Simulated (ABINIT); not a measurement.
# HfO2 (P4_2/nmc) in ABINIT: notebook

Aim: see how the results for HfO2 move with the level of theory and the settings. Levels: LDA, PBEsol. Tasks: relaxation of cell and atoms.

Everything below comes from runs of ABINIT 10.8.3 (patched build). Logs are shortened: lines on timing, memory, paths and dates and some standing lists are left out, and cuts for length are marked. The log counts tension as positive stress, the text compression.

## 1. The crystal as given

It takes space group P4_2/nmc (No. 137, tetragonal). Conventional cell: a = 3.558 Å, b = 3.558 Å, c = 5.172 Å, α = 90.00°, β = 90.00°, γ = 90.00°. Hf (site symmetry -4m2) has 4 O at 2.05 Å as nearest neighbours. Around O (site symmetry 2mm) lie 2 Hf at 2.05 Å.

Measurements of this composition are mostly on another form, of space group No. 14.

## 2. Relaxation of cell and atoms, LDA

Contents of run.abi:

```
pp_dirpath "./"
pseudos "Hf.LDA_PW-JTH.xml, O.LDA_PW-JTH.xml"

acell 3.55801933 3.55801933 5.17186121 Angstrom
rprim
     1.0000000000     0.0000000000     0.0000000000
     0.0000000000     1.0000000000     0.0000000000
     0.0000000000     0.0000000000     1.0000000000
ntypat 2
znucl 72 8
natom 6
typat 1 1 2 2 2 2
xcart
     0.0000000000     0.0000000000     0.0000000000
     1.7790096650     1.7790096650     2.5859306050
     0.0000000000     1.7790096650     1.0199317849
     1.7790096650     0.0000000000     1.5659988201
     1.7790096650     0.0000000000     4.1519294251
     0.0000000000     1.7790096650     3.6058623899 Angstrom
chkprim 0
chksymtnons 0
tolsym 1.0e-6

ecut 625.861884 eV
pawecutdg 45.0
pawovlp -1

kptopt 1
ngkpt 7 7 4
nshiftk 1
shiftk 0.0 0.0 0.0

ixc 7

nband 29
occopt 3
tsmear 0.05 eV

nstep 100
tolvrs 1.0e-9

iomode 3
prtwf 0
prtden 0
prteig 0
prtebands 0

ionmov 2
ntime 60
tolmxf 0.0002
optcell 2
dilatmx 1.08
ecutsm 0.5
```

Potentials or basis: JTH PAW LDA v2.0.

On the command line:

```console
> abinit run.abi > log 2>&1
```

run.abo:

```text
.Version 10.8.3 of ABINIT
 Symmetries : space group P4_2/n m c (#137); Bravais tP (primitive tetrag.)
================================================================================
 Values of the parameters that define the memory need of the present run
     intxc =       0    ionmov =       2      iscf =      17    lmnmax =      18
     lnmax =       6     mgfft =      48  mpssoang =       3    mqgrid =    3188
     natom =       6  nloc_mem =       2    nspden =       1   nspinor =       1
    nsppol =       1      nsym =      16    n1xccc =       1    ntypat =       2
    occopt =       3   xclevel =       1
       mpw =        2955          nfft =       49152          nkpt =          30
 PAW method is used; the additional fine FFT grid is defined by:
   mgfftf=        64    nfftf =    129600
================================================================================
================================================================================

--------------------------------------------------------------------------------
------------- Echo of variables that govern the present computation ------------
--------------------------------------------------------------------------------
 -outvars: echo values of preprocessed input variables --------
            acell      6.7236820844E+00  6.7236820844E+00  9.7734012481E+00 Bohr
              amu      1.78490000E+02  1.59994000E+01
          chkprim           0
      chksymtnons           0
          dilatmx      1.08000000E+00
             ecut      2.30000000E+01 Hartree
           ecutsm      5.00000000E-01 Hartree
           ionmov           2
              ixc           7
         kptrlatt        7    0    0      0    7    0      0    0    4
          kptrlen      3.90936050E+01
            natom           6
            nband          29
            ngfft          32      32      48
          ngfftdg          45      45      64
             nkpt          30
            nstep         100
             nsym          16
            ntime          60
           ntypat           2
           occopt           3
          optcell           2
        pawecutdg      4.50000000E+01 Hartree
          pawovlp     -1.0000000000E+00
           prtden           0
        prtebands           0
           prteig           0
            prtwf           0
          spgroup         137
           tolmxf      2.00000000E-04
           tolsym      1.00000000E-06
           tolvrs      1.00000000E-09
           tsmear      1.83746611E-03 Hartree
            typat      1  1  2  2  2  2
           useylm           1
           xangst      0.0000000000E+00  0.0000000000E+00  0.0000000000E+00
                       1.7790096650E+00  1.7790096650E+00  2.5859306050E+00
                       0.0000000000E+00  1.7790096650E+00  1.0199317849E+00
                       1.7790096650E+00  0.0000000000E+00  1.5659988201E+00
                       1.7790096650E+00  0.0000000000E+00  4.1519294251E+00
[... 1402 lines left out ...]
   2.00000    2.00000    2.00000    2.00000    2.00000    2.00000    2.00000    2.00000
   2.00000    2.00000    2.00000    2.00000    2.00000    2.00000    2.00000    2.00000
   2.00000    2.00000    2.00000    2.00000    2.00000    2.00000    2.00000    2.00000
   0.00000    0.00000    0.00000    0.00000    0.00000
 prteigrs : prtvol=0 or 1, do not print more k-points.

--- !EnergyTerms
iteration_state     : {dtset: 1, itime: 10, icycle: 1, }
comment             : Components of total free energy in Hartree
kinetic             :  4.11017806580218E+01
hartree             :  2.59995769600311E+01
xc                  : -2.96780373301359E+01
Ewald energy        : -1.36792155029020E+02
psp_core            :  2.26947569952673E+01
local_psp           : -5.39006891363579E+01
PAW spherical_terms : -3.50686014542295E+01
internal            : -1.65643368336423E+02
'-kT*entropy'       :  3.75883816424682E-15
total_energy        : -1.65643368336423E+02
total_energy_eV     : -4.50738567488771E+03
...

--- !EnergyTermsDC
iteration_state     : {dtset: 1, itime: 10, icycle: 1, }
comment             : '"Double-counting" decomposition of free energy'
band_energy         : -2.97165792991748E+01
Ewald energy        : -1.36792155029020E+02
psp_core            :  2.26947569952673E+01
xc_dc               : -3.22995725911409E+01
PAW spherical_terms :  1.04701866562700E+01
internal            : -1.65643363267798E+02
'-kT*entropy'       :  3.75883816424682E-15
total_energy_dc     : -1.65643363267798E+02
total_energy_dc_eV  : -4.50738553696341E+03
...

--- !EnergyTermsWithPAWCore
iteration_state     : {dtset: 1, itime: 10, icycle: 1, }
comment             : 'Components of total free energy, including PAW core contributions'
Total energy        : -3.04387526818224E+04
Total energy DC     : -3.04387526767538E+04
Total energy (eV)   : -8.28280656070959E+05
Total energy DC (eV): -8.28280655933035E+05
...

 rms coord change=  3.5845E-03   atom, delta coord (reduced):
     1        0.000000000000     -0.000000000000      0.000000000000
     2        0.000000000000      0.000000000000      0.000000000000
     3        0.000000000000      0.000000000000      0.007603891167
     4        0.000000000000     -0.000000000000     -0.007603891167
     5        0.000000000000      0.000000000000     -0.007603891167
     6       -0.000000000000      0.000000000000      0.007603891167

 Cartesian components of stress tensor (hartree/bohr^3)
  sigma(1 1)=  7.76183887E-07  sigma(3 2)=  0.00000000E+00
  sigma(2 2)=  7.76183887E-07  sigma(3 1)=  0.00000000E+00
  sigma(3 3)=  8.71932250E-07  sigma(2 1)=  0.00000000E+00

-Cartesian components of stress tensor (GPa)         [Pressure= -2.3775E-02 GPa]
- sigma(1 1)=  2.28361184E-02  sigma(3 2)=  0.00000000E+00
- sigma(2 2)=  2.28361184E-02  sigma(3 1)=  0.00000000E+00
- sigma(3 3)=  2.56531325E-02  sigma(2 1)=  0.00000000E+00

== END DATASET(S) ==============================================================
================================================================================

 -outvars: echo values of variables after computation  --------
            acell      6.6578324853E+00  6.6578324853E+00  9.5919433861E+00 Bohr
           etotal     -1.6564336327E+02
            fcart     -0.0000000000E+00 -0.0000000000E+00 -1.3158724958E-30
                      -0.0000000000E+00 -0.0000000000E+00 -1.3158724958E-30
                      -0.0000000000E+00 -0.0000000000E+00 -1.4006898755E-05
                      -0.0000000000E+00 -0.0000000000E+00  1.4006898755E-05
                      -0.0000000000E+00 -0.0000000000E+00  1.4006898755E-05
                      -0.0000000000E+00 -0.0000000000E+00 -1.4006898755E-05
           strten      7.7618388718E-07  7.7618388720E-07  8.7193225045E-07
                       0.0000000000E+00  0.0000000000E+00  0.0000000000E+00
           xangst      1.9806791021E-31 -1.1177210632E-31  1.9773926798E-20
                       1.7615866114E+00  1.7615866114E+00  2.5379189224E+00
                       6.9711275338E-31  1.7615866114E+00  1.0395913392E+00
                       1.7615866114E+00 -4.9388166919E-31  1.4983275832E+00
                       1.7615866114E+00  2.7033745655E-31  4.0362465056E+00
                      -5.8903543400E-31  1.7615866114E+00  3.5775102615E+00
             xred      5.6218612505E-32 -3.1724839867E-32  3.8956971051E-21
                       5.0000000000E-01  5.0000000000E-01  5.0000000000E-01
                       1.9786502374E-31  5.0000000000E-01  2.0481177117E-01
                       5.0000000000E-01 -1.4018092156E-31  2.9518822883E-01
                       5.0000000000E-01  7.6731241824E-32  7.9518822883E-01
                      -1.6718889386E-31  5.0000000000E-01  7.0481177117E-01
 Calculation completed.
```

It took 6.8 min on 1 thread of AMD EPYC 9R45 (Zen 5), shared host; peak memory 0.18 GiB.

What came out:

```
Free energy                                           : -4507.3855 eV
Relaxed volume                                        : 10.50 Å³/atom
Relaxed cell                                          : a = 3.523 Å, b = 3.523 Å, c = 5.076 Å, α = 90.00°, β = 90.00°, γ = 90.00°
Space group after relaxing (to 0.05 Å)                : P4_2/nmc (No. 137)
Energy gained by relaxing                             : 10.4 meV/atom
Ionic steps                                           : 10
Pressure after relaxing                               : 0.0 GPa
Band gap on the k mesh                                : 4.57 eV, indirect (least direct gap 4.66 eV)
Valence electrons inside the program's atomic spheres : Hf 9.60, 9.61; O 4.62
```

The path:
```csv
step,energy change (eV),largest force (eV/Å),pressure (GPa),volume (Å³)
1,0.0000,0.0202,-7.90,65.47
2,-0.0473,0.1187,-1.62,63.90
3,-0.0504,0.1508,0.06,63.49
4,-0.0519,0.1521,0.42,63.37
5,-0.0569,0.1317,1.09,63.03
6,-0.0597,0.0847,0.87,62.93
7,-0.0618,0.0326,0.21,62.99
8,-0.0625,0.0025,-0.17,63.04
9,-0.0626,0.0019,-0.12,63.02
10,-0.0626,0.0007,-0.02,63.01
```

Final structure:
```cif
data_structure
_symmetry_space_group_name_H-M 'P 1'
_symmetry_Int_Tables_number 1
_cell_length_a 3.5232
_cell_length_b 3.5232
_cell_length_c 5.0758
_cell_angle_alpha 90.000
_cell_angle_beta 90.000
_cell_angle_gamma 90.000
_cell_volume 63.01
loop_
_atom_site_label
_atom_site_type_symbol
_atom_site_fract_x
_atom_site_fract_y
_atom_site_fract_z
_atom_site_occupancy
Hf1 Hf 0.00000 0.00000 0.00000 1
Hf2 Hf 0.50000 0.50000 0.50000 1
O1 O 0.00000 0.50000 0.20481 1
O2 O 0.50000 0.00000 0.29519 1
O3 O 0.50000 0.00000 0.79519 1
O4 O 0.00000 0.50000 0.70481 1
```

Levels at points of the mesh, in eV from the valence-band top:
| k point | band 21 | band 22 | band 23 | band 24 | band 25 | band 26 | band 27 | band 28 |
| --- | --- | --- | --- | --- | --- | --- | --- | --- |
| (0.00, 0.00, 0.00) | -0.48 | -0.09 | -0.09 | -0.08 | 4.57 | 4.61 | 5.74 | 6.25 |
| (0.00, 0.00, 0.50) | -0.51 | -0.51 | 0.00 | 0.00 | 5.34 | 5.34 | 5.60 | 5.60 |

Caveat: spin-orbit coupling is left out, which moves the levels of the heavy elements; an odd mesh through Γ misses points on the zone boundary, where band edges often lie.

## 3. Relaxation of cell and atoms, PBEsol

run.abi: that of step 2 with these lines changed.

```diff
@@ -1,3 +1,3 @@
 pp_dirpath "./"
-pseudos "Hf.LDA_PW-JTH.xml, O.LDA_PW-JTH.xml"
+pseudos "Hf.GGA_PBE-JTH.xml, O.GGA_PBE-JTH.xml"
 
@@ -25,2 +25,3 @@
 pawecutdg 45.0
+pawxcdev 0
 pawovlp -1
@@ -28,3 +29,3 @@
 kptopt 1
-ngkpt 7 7 4
+ngkpt 5 5 3
 nshiftk 1
@@ -32,3 +33,3 @@
 
-ixc 7
+ixc -116133
```

Potentials or basis: JTH PAW PBE v2.0.

On the command line:

```console
> abinit run.abi > log 2>&1
```

It took 3.4 min on 1 thread of AMD EPYC 9R45 (Zen 5), shared host; peak memory 0.17 GiB.

It converged, with:

```
Free energy                                           : -4490.8073 eV
Relaxed volume                                        : 10.82 Å³/atom
Relaxed cell                                          : a = 3.556 Å, b = 3.556 Å, c = 5.133 Å, α = 90.00°, β = 90.00°, γ = 90.00°
Space group after relaxing (to 0.05 Å)                : P4_2/nmc (No. 137)
Energy gained by relaxing                             : 1.2 meV/atom
Ionic steps                                           : 8
Pressure after relaxing                               : 0.0 GPa
Band gap on the k mesh                                : 4.58 eV, indirect (least direct gap 4.66 eV)
Valence electrons inside the program's atomic spheres : Hf 9.53; O 4.61
```

Step by step:
```tsv
step	energy change (eV)	largest force (eV/Å)	pressure (GPa)	volume (Å³)
1	0.0000	0.0978	-0.45	65.47
2	-0.0007	0.1032	-0.17	65.38
3	-0.0031	0.1064	0.67	65.06
4	-0.0043	0.0900	0.71	64.96
5	-0.0064	0.0457	0.33	64.91
6	-0.0072	0.0099	-0.03	64.93
7	-0.0074	0.0006	-0.11	64.94
8	-0.0074	0.0011	-0.05	64.93
```

Final structure:
```
Hf O
1.0
     3.55645    0.00000    0.00000
     0.00000    3.55645    0.00000
     0.00000    0.00000    5.13347
Hf O
2 4
Direct
  0.00000 0.00000 0.00000
  0.50000 0.50000 0.50000
  0.00000 0.50000 0.20311
  0.50000 0.00000 0.29689
  0.50000 0.00000 0.79689
  0.00000 0.50000 0.70311
```

Levels at points of the mesh, in eV from the valence-band top:
```csv
k point,band 22,band 23,band 24,band 25,band 26,band 27
"(0.00, 0.00, 0.00)",-0.09,-0.08,-0.08,4.58,4.63,5.74
```

Caveat: the PAW data sets were made with another functional, which shifts forces and pressure a little; spin-orbit coupling is left out, which moves the levels of the heavy elements; an odd mesh through Γ misses points on the zone boundary, where band edges often lie. A hybrid or GW would open this gap; PBEsol tends to underestimate it.
